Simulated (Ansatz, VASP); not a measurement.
Two plane-wave programs on Ag

```
CELL_PARAMETERS angstrom
0.00000 2.07344 2.07344
2.07344 0.00000 2.07344
2.07344 2.07344 0.00000
ATOMIC_POSITIONS crystal
Ag 0.00000 0.00000 0.00000
```

Alike in both runs: task relaxation of cell and atoms; functional PBE; k mesh 18 × 18 × 18; occupations fermi-dirac, width 0.05 eV; no spin polarisation.

|  | VASP | Ansatz |
| --- | --- | --- |
| version | VASP 6.6.1 | Ansatz 0.2.0 |
| potentials or method | VASP PAW PBE potentials, release 64 (Ag) | PAW with Ansatz's default frozen-core files, scalar-relativistic |
| plane-wave cutoff (eV) | 600 | 420 |
| valence electrons in the cell | 11 | 19 |

|  | VASP | Ansatz | Ansatz less VASP |
| --- | --- | --- | --- |
| relaxed volume (Å³/atom) | 17.80 | 17.83 | +0.028 |
| relaxed cell length with the largest relative difference (Å) | 2.931 | 2.932 | +0.0015 |

The two sets of potentials don't hold the same shells in valence.
